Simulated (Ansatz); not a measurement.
# RbBr (wurtzite): zone-centre phonons and dielectric response

Perturbation theory with PBEsol in the plane-wave code Ansatz on the PBEsol cell, ground state and force constants on a 6×6×4 mesh. Values at 0 K without nuclear motion; spin polarisation is off, and the phase may be a hypothetical one.

It is hexagonal, P6_3/mmc (No. 194); conventional cell a = 5.818 Å, c = 6.787 Å, 49.73 Å³ an atom. Around Rb lie 5 Br at 3.36–3.39 Å; around Br lie 5 Rb at 3.36–3.39 Å. The cell started from the wurtzite prototype, but the relaxation took it to the higher symmetry P6_3/mmc (No. 194), so the name no longer describes it.

```yaml
crystal:
  lattice:
    - [5.81771, 0.00000, 0.00000]
    - [-2.90885, 5.03828, 0.00000]
    - [0.00000, 0.00000, 6.78662]
  atoms:
    - { symbol: Rb, position: [0.33333, 0.66667, 0.93750] }
    - { symbol: Rb, position: [0.66667, 0.33333, 0.43750] }
    - { symbol: Br, position: [0.33333, 0.66667, 0.43750] }
    - { symbol: Br, position: [0.66667, 0.33333, 0.93750] }
```

Optical modes without the longitudinal term:
```
ω (cm⁻¹)  degeneracy  IR intensity, summed over the level ((D/Å)²/amu)
      33           2                                              0.00
      54           1                                              0.00
      89           2                                              0.00
      90           2                                              2.39
      90           1                                              1.59
      94           1                                              0.00
```

The zone-centre optical frequencies run from 33 to 94 cm⁻¹, none imaginary (the rest of the zone wasn't tested). With the long-range field the highest mode reaches 124 cm⁻¹. Of the real levels 2 are infrared active, the strongest at 90 cm⁻¹.

The clamped-ion dielectric constant comes out as 2.15 along x and y, 2.30 along z. With the ions relaxed, ε⁰ is 3.7 along x and y, 4.4 along z. Born charges, averaged over directions: Rb +1.09, Br -1.09 e.

For comparison, on the r2SCAN cell the mean ε∞ is 2.07 with r2SCAN (ground state on 6×6×4; least gap 4.65 eV), 2.15 with PBE (ground state on 6×6×4; least gap 4.06 eV).

The runs are scalar-relativistic, without spin-orbit coupling.
